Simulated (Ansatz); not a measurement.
# Structure types of Cu compared at -3.7 GPa

Structure types of Cu are relaxed in primitive cells with their symmetry kept at -3.7 GPa, first on PAW files, then by LAPW. The enthalpy is E + pV at zero temperature, without zero-point motion. Only the types listed were tried, and differences under about 5 meV/atom are mesh noise.

All numbers are PBE results (scalar-relativistic) from Ansatz 0.2.0, with Fermi–Dirac smearing of 0.05 eV, no spin polarisation. Methods: LAPW: all electrons, basis error target 0.5 meV/atom; PAW: frozen-core files, cutoff 420 eV.

k meshes: fcc 18×18×18, bcc 18×18×18, hcp 17×17×9, omega 9×9×12, diamond 13×13×13, simple hexagonal 18×18×16.

Task: Which type is lowest in enthalpy, and by how much?

Result: fcc, 8 meV/atom below hcp. The whole table:

```
      start type                   ends as          a, b, c (Å)  V (Å³/atom)  H − H(lowest), LAPW (meV/atom)  same, PAW
             fcc                fcc, Fm-3m  3.665, 3.665, 3.665        12.31                             0.0        0.0
             bcc                bcc, Im-3m  2.913, 2.913, 2.913        12.35                            40.5       40.6
             hcp             hcp, P6_3/mmc  2.581, 2.581, 4.269        12.31                             8.5        8.5
           omega             omega, P6/mmm  4.171, 4.171, 2.497        12.54                            72.8       72.7
         diamond            diamond, Fd-3m  5.505, 5.505, 5.505        20.85                           861.1      859.6
simple hexagonal  simple hexagonal, P6/mmm  2.512, 2.512, 2.464        13.47                           240.0      239.7
```
